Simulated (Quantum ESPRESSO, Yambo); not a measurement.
# A GW chain in Yambo: SiC (P6_3mc), part 2 of 3

How does a plane-wave GW calculation on SiC (P6_3mc) run from the first input to the gap?

Quantum ESPRESSO 7.5 and Yambo 5.3.0; PBE and many-body steps on it, plane waves. Known limits of the many-body steps: not at the basis limit; coarse k mesh.

So far. Step 2 (Ground state): The gap is indirect, with the least direct gap 1.13 eV higher. Step 3 (Bands along the symmetry lines): The gap is 2.228 eV, as in the run before at this level.

### Step 4. Empty states on the mesh, 3×3×2 mesh, 545 bands

Level of this step: DFT, PBE, plane waves, norm-conserving pseudopotentials (Quantum ESPRESSO).

The sums over transitions need many empty states on a uniform mesh; this step solves for them.

Input file pw.in:

```
&control
  calculation = 'nscf'
  prefix = 'x'
  outdir = 'o'
  pseudo_dir = 'pseudo'
/
&system
  ibrav = 0
  nat = 8
  ntyp = 2
  ecutwfc = 74.0
  nbnd = 545
  force_symmorphic = .true.
/
&electrons
  conv_thr = 1e-9
  electron_maxstep = 80
  diago_full_acc = .true.
  diago_thr_init = 5e-6
/
ATOMIC_SPECIES
  Si 28.085 Si.upf
  C 12.011 C.upf
CELL_PARAMETERS angstrom
  3.0756941497 -0.0000000000 0.0000000000
  -1.5378470748 2.6636292679 0.0000000000
  0.0000000000 0.0000000000 10.0706464800
ATOMIC_POSITIONS crystal
  Si 0.6666666667 0.3333333333 0.9378419800
  Si 0.3333333333 0.6666666667 0.4378419800
  Si 0.0000000000 0.0000000000 0.6878943800
  Si 0.0000000000 0.0000000000 0.1878943800
  C 0.6666666667 0.3333333333 0.7498025900
  C 0.3333333333 0.6666666667 0.2498025900
  C 0.0000000000 0.0000000000 0.5004600500
  C 0.0000000000 0.0000000000 0.0004600500
K_POINTS automatic
  3 3 2 0 0 0
```

Started as:

```
$ OMP_NUM_THREADS=1 mpirun -n 4 pw.x -nk 4 -in pw.in > pw.out
```

Log:

```text
[banner, memory and clock lines left out]
Program PWSCF v.7.5 starts

     Atomic positions and unit cell read from directory:
     o/x.save/

     Message from routine setup:
     using ibrav=0 with symmetry is DISCOURAGED, use correct ibrav instead

     G-vector sticks info

     bravais-lattice index     =            0
     lattice parameter (alat)  =       5.8122  a.u.
     unit-cell volume          =     556.7637 (a.u.)^3
     number of atoms/cell      =            8
     number of atomic types    =            2
     number of electrons       =        32.00
     number of Kohn-Sham states=          545
     kinetic-energy cutoff     =      74.0000  Ry
     charge density cutoff     =     296.0000  Ry
     Exchange-correlation= PBE
                           (   1   4   3   4   0   0   0)

     celldm(1)=   5.812220  celldm(2)=   0.000000  celldm(3)=   0.000000
     celldm(4)=   0.000000  celldm(5)=   0.000000  celldm(6)=   0.000000

     crystal axes: (cart. coord. in units of alat)
               a(1) = (   1.000000  -0.000000   0.000000 )
               a(2) = (  -0.500000   0.866025   0.000000 )
               a(3) = (   0.000000   0.000000   3.274268 )

     reciprocal axes: (cart. coord. in units 2 pi/alat)
               b(1) = (  1.000000  0.577350 -0.000000 )
               b(2) = (  0.000000  1.154701 -0.000000 )
               b(3) = ( -0.000000 -0.000000  0.305412 )
     Pseudo is Norm-conserving + core correction, Zval =  4.0
     Generated using ONCVPSP code by D. R. Hamann
     Using radial grid of 1510 points,  6 beta functions with:
     Pseudo is Norm-conserving + core correction, Zval =  4.0
     Generated using ONCVPSP code by D. R. Hamann
     Using radial grid of 1248 points,  4 beta functions with:
     Si                4.00    28.08500     Si( 1.00)
     C                 4.00    12.01100     C ( 1.00)

      6 Sym. Ops. (no inversion) found

   Cartesian axes

     site n.     atom                  positions (alat units)
         1        Si     tau(   1) = (   0.5000000   0.2886751   3.0707458  )
         2        Si     tau(   2) = (  -0.0000000   0.5773503   1.4336119  )
         3        Si     tau(   3) = (   0.0000000   0.0000000   2.2523505  )
         4        Si     tau(   4) = (   0.0000000   0.0000000   0.6152165  )
         5        C      tau(   5) = (   0.5000000   0.2886751   2.4550545  )
         6        C      tau(   6) = (  -0.0000000   0.5773503   0.8179206  )
         7        C      tau(   7) = (   0.0000000   0.0000000   1.6386403  )
         8        C      tau(   8) = (   0.0000000   0.0000000   0.0015063  )

     number of k points=     6
                       cart. coord. in units 2pi/alat
        k(    1) = (   0.0000000   0.0000000   0.0000000), wk =   0.1111111
        k(    2) = (   0.0000000   0.0000000  -0.1527059), wk =   0.1111111
        k(    3) = (   0.0000000   0.3849002   0.0000000), wk =   0.6666667
        k(    4) = (   0.0000000   0.3849002  -0.1527059), wk =   0.6666667
        k(    5) = (   0.3333333   0.5773503   0.0000000), wk =   0.2222222
        k(    6) = (   0.3333333   0.5773503  -0.1527059), wk =   0.2222222

     Dense  grid:    47781 G-vectors     FFT dimensions: (  32,  32, 108)

     The potential is recalculated from file :
     o/x.save/charge-density

     Starting wfcs are   32 randomized atomic wfcs +  513 random wfcs

     Band Structure Calculation

     End of band structure calculation

          k = 0.0000 0.0000 0.0000 (  5975 PWs)   bands (ev):

    -5.9065  -4.7273  -4.6903  -2.3297   0.9692   5.2137   5.2542   8.4176
     8.4176   8.8798   8.8798   9.0222   9.0222   9.5542   9.6071   9.6071
    14.7181  15.2976  15.9184  15.9433  16.6000  16.6000  16.6245  16.6245
[...]
[... 57 further rows ...]
[...]
192.0506

          k = 0.0000 0.0000-0.1527 (  5896 PWs)   bands (ev):

[...]
[... 57 further rows ...]
[...]
190.8797

          k = 0.0000 0.3849 0.0000 (  5986 PWs)   bands (ev):

[...]
44.2840  44.4361  44.9853  45.4475  46.1016  46.3343  47.6355  47.8242
     [... 57 further rows ...]
   190.2803 190.8706 191.0323 191.3582 191.7411 192.3143 192.8858 193.5881
   193.6147

          k = 0.0000 0.3849-0.1527 (  5978 PWs)   bands (ev):

     [... further k-points ...]

     highest occupied, lowest unoccupied level (ev):     9.6071   12.6184

     XML data file, pseudopotentials, collected wavefunctions
```

It took 3.2 min on 4 MPI ranks of Arm Neoverse N1, shared host; peak memory 1.4 GiB; 13 min of CPU time.

This step gave:

* gap: 3.011 eV
* k of the valence top: 0, 0, 0
* k of the conduction bottom: 0, 0.3333, 0
* least direct gap: 3.856 eV
* k points computed: 6
* lowest point of the top converged band, above the valence top: 181.2726 eV

On this mesh the gap is 3.011 eV. The earlier step found 2.228 eV, so this mesh misses an edge.

### Step 5. Conversion and set-up

This step: Yambo 5.3.0; conversion and set-up on PBE, plane waves, norm-conserving pseudopotentials.

The states are converted to the many-body program's format and the q mesh is built.

Started as:

```
$ (cd o/x.save; p2y > p2y.log; mv SAVE ../..); yambo > setup.log
```

Log:

```text
 Yambo, version 5.3.0

 [02] CORE Variables Setup
 =========================

  [02.01] Unit cells
  ==================

  Cell kind             :  HCP
  Atoms in the cell     :  Si  C
  number of Si atoms    :   4
  number of C  atoms    :   4

  List of atomic masses
  Mass of Si    :  28.08500
  Mass of C     :  12.01100

  List of atomic coordinates    : [cc]
  Si1       :   2.90611   1.67784  17.84785  order 1
  Si2       : -0.22762E-09   3.3557       8.3325      order 2
  Si3       :   0.00000   0.00000  13.09116  order 3
  Si4       :  0.000000  0.000000  3.575774  order 4
  C1       :   2.90611   1.67784  14.26932  order 5
  C2       : -0.22762E-09   3.3557       4.7539      order 6
  C3       :  0.000000  0.000000  9.524137  order 7
  C4       :  0.000000  0.000000  0.008755  order 8

  Alat factors          :   5.81222   5.03353  19.03076 [a.u.]
  Direct lattice volume :  556.7637 [a.u.]
  Direct lattice vectors:  A[ 1 ]  A[ 2 ]  A[ 3 ]
   A[ 1 ]:  1.000000 -0.000000  0.000000  [iru]
   5.812220 -0.000000  0.000000  [cc]
   A[ 2 ]: -0.500000  1.000000  0.000000  [iru]
  -2.906110  5.033530  0.000000  [cc]
   A[ 3 ]:  0.000000  0.000000  1.000000  [iru]
    0.00000   0.00000  19.03076  [cc]

  Recip. lattice volume :  0.445522 [a.u.]
  Recip. lattice vectors:  B[ 1 ]  B[ 2 ]  B[ 3 ]
   B[ 1 ]:  1.000000  0.500000  0.000000  [iku]
   1.081030  0.624133 -0.000000  [cc]
   B[ 2 ]:  0.000000  1.000000  0.000000  [iku]
   0.000000  1.248266 -0.000000  [cc]
   B[ 3 ]:  0.000000  0.000000  1.000000  [iku]
  -0.000000 -0.000000  0.330159  [cc]

  [02.02] Symmetries
  ==================

  Inversion symmetry    : yes
  Spatial inversion     : no
  Inversion index       :   7
  K-space Time-reversal : yes
  Magnetic symmetries   : no
  Time-reversal derived K-space symmetries:   7  12
  Group table correct   : yes
  Symmetries units      :  [cc]

   [S  1]:   1.0000       0.0000       0.0000      0.80654E-17   1.0000       0.0000       0.0000       0.0000       1.0000
   [S  2]: -0.500000  0.866025  0.000000 -0.866025 -0.500000  0.000000  0.000000  0.000000  1.000000
   [S  3]: -0.500000 -0.866025  0.000000  0.866025 -0.500000  0.000000  0.000000  0.000000  1.000000
   [S  4]:  -1.0000       0.0000       0.0000      0.37543E-10   1.0000       0.0000       0.0000       0.0000       1.0000
   [S  5]:  0.500000  0.866025  0.000000  0.866025 -0.500000  0.000000  0.000000  0.000000  1.000000
   [S  6]:  0.500000 -0.866025  0.000000 -0.866025 -0.500000  0.000000  0.000000  0.000000  1.000000
   [S* 7]:  -1.0000      -0.0000      -0.0000     -0.80654E-17  -1.0000      -0.0000      -0.0000      -0.0000      -1.0000
   [S* 8]:  0.500000 -0.866025 -0.000000  0.866025  0.500000 -0.000000 -0.000000 -0.000000 -1.000000
   [S* 9]:  0.500000  0.866025 -0.000000 -0.866025  0.500000 -0.000000 -0.000000 -0.000000 -1.000000
[...]
K_min[ 3 ] :  0.31044E-17  0.33333       0.0000     [rlu]
  Grid dimensions      :  2  3  3
  K lattice UC volume  :  0.024751 [a.u.]

  IBZ K-points                                      :   6
  BZ  K-points                                      :  18

  K/Q-points units:
  rlu = crystal or reduced units; cc = cartesian coordinates; iku = interal k-units

  K [1]          [rlu]:  0.000000  0.000000  0.000000
         WF components:   5975
  K [2]          [rlu]:  0.000000  0.000000 -0.500000
         WF components:   5896
  K [3]          [rlu]:  0.000000  0.333333  0.000000
         WF components:   5986
  K [4]          [rlu]:  0.000000  0.333333 -0.500000
         WF components:   5978
  K [5]          [rlu]:  0.333333  0.333333  0.000000
         WF components:   6012
  K [6]          [rlu]:  0.333333  0.333333 -0.500000
         WF components:   6030

  [02.05] Energies & Occupations
  ==============================

  [X] === General ===
  [X] Electronic Temperature                        :  0.000000  0.000000 [eV K]
  [X] Bosonic    Temperature                        :  0.000000  0.000000 [eV K]
  [X] Finite Temperature mode                       : no
  [X] El. density                                   :  0.38786E+24 [cm-3]
  [X] Fermi Level                                   :  9.607050 [eV]

  [X] === Gaps and Widths ===
  [X] Conduction Band Min                           :  3.011370 [eV]
  [X] Valence Band Max                              :  0.000000 [eV]
  [X] Filled Bands                                  :  16
  [X] Empty Bands                                   :    17   545
  [X] Direct Gap                                    :  3.856449 [eV]
  [X] Direct Gap localized at k                     :  3
  [X] Indirect Gap                                  :  3.011370 [eV]
  [X] Indirect Gap between kpts                     :  1  3
  [X] Last valence band width                       :  2.457014 [eV]
  [X] 1st conduction band width                     :  2.308218 [eV]

  E @ K [1]:  [eV]
  -15.51356 -14.33437 -14.29736 -11.93680  -8.63786  -4.39338  -4.35289  -1.18941
[...]
occ @ K [1]
[...]
E @ K [2]:  [eV]
[...]
occ @ K [2]
[...]
E @ K [3]:  [eV]
[...]
occ @ K [3]
[...]
E @ K [4]:  [eV]
[...]
occ @ K [4]
[...]
E @ K [5]:  [eV]
[...]
occ @ K [5]
[...]
E @ K [6]:  [eV]
[...]
occ @ K [6]
[...]
0.000000  0.000000  0.000000  0.000000  0.000000  0.000000  0.000000  0.000000
   0.000000  0.000000  0.000000  0.000000  0.000000  0.000000  0.000000  0.000000

 [03] Transferred momenta grid and indexing
 ==========================================

 IBZ Q-points                                      :   6
 BZ  Q-points                                      :  18

 K/Q-points units:
 rlu = crystal or reduced units; cc = cartesian coordinates; iku = interal k-units

 Q [1]          [rlu]:  0.000000  0.000000  0.000000
 Q [2]          [rlu]:  0.000000  0.000000 -0.500000
 Q [3]          [rlu]:  0.31044E-17  0.33333       0.0000
 Q [4]          [rlu]:  0.31044E-17  0.33333     -0.50000
 Q [5]          [rlu]:  0.333333  0.333333  0.000000
 Q [6]          [rlu]:  0.333333  0.333333 -0.500000

  [03.01] X indexes
  =================

   [03.01.01] Sigma indexes
   ========================

 [06] Game Over & Game summary
```

Run time: 3 s. Hardware: 1 MPI rank; peak memory 0.24 GiB.

(Part 2 of 3 ends here.)

[Paths, hosts, dates, memory and timing lines, banners, echoed tables and standing remarks are left out of the program output.]

[Logs are printed without paths, hosts, clocks, repeated set-up lines and the standing remarks that a program may print on its own settings, such as how far it seeks lower states.]

[Runs of the session that timed out or met a known fault of the program may be left out.]

[Hosts, paths, dates, database ids (printed as entryN), source tags and the programs' standing remarks are cut or masked in the printed files.]
